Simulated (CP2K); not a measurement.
Runs of CP2K 2026.2 on Cd. The structure is hexagonal, space group P6_3/mmc (No. 194). Conventional cell: a = 2.979 Å, b = 2.979 Å, c = 5.618 Å, α = 90.00°, β = 90.00°, γ = 120.00°. Around Cd (site symmetry -6m2) lie 12 Cd at 2.98 to 3.29 Å. 

```tsv
level	gap on the mesh (eV)	pressure (GPa)
PW91	none	(b)
TPSS	none	-0.7
PBEsol	none	(a)
LDA	none	-3.1
WC	none	-0.5
```

Alike in all rows: task band structure; potentials or basis POTENTIAL_UZH Cd GTH-PBE-q12; TZVP-MOLOPT-PBE-GTH basis; no spin polarisation; cell as given; k mesh 10 × 10 × 5; smearing fermi-dirac 0.05 eV.

**Question.** Fill in the values left out.

**Answer.** (a) -1.0; (b) 3.3.

Caveats: the potentials were made for another functional, which shifts forces and pressure; the basis of atomic orbitals isn't converged, which shifts pressures, moduli and gaps.

A k mesh can miss the band edges, and the runs leave out spin-orbit coupling on Cd.

A gap of «none» marks a metal or a gap under the smearing width.

Runs at the PBE level aren't shown here.
